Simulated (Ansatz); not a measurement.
Wanted: the native input for an Ansatz 0.2.0 run.

| Quantity | Value |
| --- | --- |
| Task | single point |
| Functional | PBE |
| Potentials or basis | Ansatz PAW |
| Cutoff | 420 eV (not typed: the program's choice for these potentials) |
| k mesh | 10 × 10 × 6 |
| Occupations | fermi-dirac, width 0.05 eV |
| Spin | no spin polarisation |

Crystal: Ti.

```
Ti
1.0
     2.95000    0.00000    0.00000
    -1.47500    2.55477    0.00000
     0.00000    0.00000    4.68000
Ti
2
Direct
  0.66667 0.33333 0.75000
  0.33333 0.66667 0.25000
```

One way to write it, as run:

input.yaml

```yaml
crystal:
  lattice:
    - [2.95, 0.0, 0.0]
    - [-1.475, 2.5547749412, 0.0]
    - [0.0, 0.0, 4.68]
  atoms:
    - { symbol: Ti, position: [0.6666666667, 0.3333333333, 0.75] }
    - { symbol: Ti, position: [0.3333333333, 0.6666666667, 0.25] }
hamiltonian:
  xc: pbe
  pseudopotentials: { kind: paw }
kpoints:
  mp_grid: { grid: [10, 10, 6] }
scf:
  occupations: { method: fermi_dirac, width: 0.05 }
output:
  forces: true
  stress: true
  eigenvalues: true
  write_density: true
  write_potential: true
  elf: true
  volumetric_format: npy
```

Potentials or basis: Ansatz PAW.

Command:

```sh
$ ansatz run input.yaml --threads 1 --pin off --max-ram 2560MiB --backend cpu --events-out ev --progress --plain --runs-dir out
```

It gave:

The pressure is -1.5 GPa and the band gap on the k mesh is none (metal or under the smearing width).

Run time: 1.5 s on 1 thread of Intel(R) Xeon(R) Platinum 8488C (Sapphire Rapids), on a shared host, peak memory 0.35 GiB.
